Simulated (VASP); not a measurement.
Method: PBE GGA, VASP's PBE PAW potentials (set 64) (plane waves; VASP 6.6.1).

Input for VASP

File KPOINTS:
```
Automatic mesh
0
Gamma
6 6 6
0 0 0
```

### INCAR
```
SYSTEM = BaF2
PREC = Accurate
ENCUT = 520
EDIFF = 1E-7
NELM = 100
ALGO = Normal
LREAL = .FALSE.
LASPH = .TRUE.
ISMEAR = 0
SIGMA = 0.05
GGA = PE
LMAXMIX = 4
LWAVE = .FALSE.
LCHARG = .FALSE.
ISIF = 2
```

### POSCAR
```
BaF2
1
    0.0000000000     3.1753512818     3.1753512818
    3.1753512818     0.0000000000     3.1753512818
    3.1753512818     3.1753512818     0.0000000000
Ba F
1 2
Direct
  0.0000000000   0.0000000000   0.0000000000
  0.2500000000   0.2500000000   0.2500000000
  0.7500000000   0.7500000000   0.7500000000
```

POTCAR, in this order: Ba_sv F (PBE.64 set). Program: vasp_std.

The resulting files:

### OSZICAR
```
       N       E                     dE             d eps       ncg     rms          rms(c)
DAV:   1     0.157781625357E+03    0.15778E+03   -0.12821E+04   512   0.137E+03
DAV:   2    -0.122375055944E+02   -0.17002E+03   -0.16777E+03   672   0.292E+02
DAV:   3    -0.188248141631E+02   -0.65873E+01   -0.65806E+01   696   0.662E+01
DAV:   4    -0.189298004678E+02   -0.10499E+00   -0.10497E+00   712   0.682E+00
DAV:   5    -0.189336753700E+02   -0.38749E-02   -0.38749E-02   672   0.863E-01    0.836E+00
DAV:   6    -0.171011470479E+02    0.18325E+01   -0.10366E+01   512   0.242E+01    0.406E+00
DAV:   7    -0.170917960665E+02    0.93510E-02   -0.35610E-01   656   0.545E+00    0.201E+00
DAV:   8    -0.171089695319E+02   -0.17173E-01   -0.58938E-02   592   0.292E+00    0.262E-01
DAV:   9    -0.171185212021E+02   -0.95517E-02   -0.13053E-02   680   0.825E-01    0.150E-01
DAV:  10    -0.171212724424E+02   -0.27512E-02   -0.38414E-03   536   0.437E-01    0.410E-02
DAV:  11    -0.171212567747E+02    0.15668E-04   -0.32246E-04   696   0.143E-01    0.143E-02
DAV:  12    -0.171212819168E+02   -0.25142E-04   -0.46538E-05   512   0.524E-02    0.284E-03
DAV:  13    -0.171212822255E+02   -0.30874E-06   -0.71414E-07   688   0.662E-03    0.142E-03
DAV:  14    -0.171212828005E+02   -0.57499E-06   -0.24785E-07   488   0.405E-03    0.554E-04
DAV:  15    -0.171212828107E+02   -0.10162E-07   -0.35612E-08   560   0.145E-03
   1 F= -.17121283E+02 E0= -.17121283E+02  d E =-.697115E-16
```

### OUTCAR
```
------------------------ aborting loop because EDIFF is reached ----------------------------------------
  FORCE on cell =-STRESS in cart. coord.  units (eV):
  Direction    XX          YY          ZZ          XY          YZ          ZX
  --------------------------------------------------------------------------------------
  Total       -0.6445967     -0.6445967     -0.6445967      0.0000000     -0.0000000     -0.0000000
  in kB      -16.1284771    -16.1284771    -16.1284771      0.0000000     -0.0000000     -0.0000000
  external PRESSURE =     -16.1284771 kB  Pullay stress =       0.0000000 kB
  volume of cell :       64.03
      direct lattice vectors                 reciprocal lattice vectors
     0.000000000  3.175351282  3.175351282    -0.157462893  0.157462893  0.157462893
     3.175351282  0.000000000  3.175351282     0.157462893 -0.157462893  0.157462893
     3.175351282  3.175351282  0.000000000     0.157462893  0.157462893 -0.157462893
 POSITION                                       TOTAL-FORCE (eV/Angst)
 -----------------------------------------------------------------------------------
      0.00000      0.00000      0.00000        -0.000000     -0.000000     -0.000000
      1.58768      1.58768      1.58768         0.000000      0.000000      0.000000
      4.76303      4.76303      4.76303        -0.000000     -0.000000     -0.000000
 -----------------------------------------------------------------------------------
    total drift:                                0.000000      0.000000      0.000000
  FREE ENERGIE OF THE ION-ELECTRON SYSTEM (eV)
  ---------------------------------------------------
  free  energy   TOTEN  =       -17.1212828107 eV

  energy  without entropy=      -17.1212828107  energy(sigma->0) =      -17.12128281
```
(Selected blocks of OUTCAR.)

The compound is BaF2 in the fluorite structure. This cell is one point of a volume scan, at 1.03 of the reference volume.
